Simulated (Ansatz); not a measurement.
**HgTe: a sweep of one setting**

```
Hg Te
1.0
     0.00000    3.22350    3.22350
     3.22350    0.00000    3.22350
     3.22350    3.22350    0.00000
Hg Te
1 1
Direct
  0.00000 0.00000 0.00000
  0.75000 0.75000 0.75000
```

Atoms are numbered in the order listed.

The cell is COD entry 1539232, as deposited and not checked against the literature; nothing was relaxed.

Spin–orbit coupling is left out, though it moves levels of the heavy atoms by tenths of an eV or more.

Theory: DFT, PBE, PAW with Ansatz's default frozen-core files, scalar-relativistic in Ansatz 0.2.0.

Numerical set-up: a Γ-centred 9×9×9 k mesh, Fermi–Dirac smearing of 0.05 eV, cutoff 420 eV, no spin polarisation. One setting is then changed at a time.

P includes the program's estimate of the Pulay (finite-basis) term, listed apart; without it the pressure would be far more sensitive to the cutoff.

| PAW cutoff (eV) | free energy less the base's (meV/atom) | P (GPa) | Pulay term in P (GPa) |
| --- | --- | --- | --- |
| 420 (base) | 0.0 | 4.07 | 0.04 |
| 200 | 8948 | 2.67 | 218.19 |
| 250 | 1160 | 4.75 | 41.32 |
| 300 | 93.1 | ? | ? |
| 500 | -1.4 | 4.07 | 0.01 |
| 600 | -1.7 | 4.06 | 0.00 |

**Question.** Give the missing entry: row "300", column "Pulay term in P (GPa)".

**Answer.** 5.07.

**Question.** Give the missing entry: row "300", column "P (GPa)".

**Answer.** 4.19.
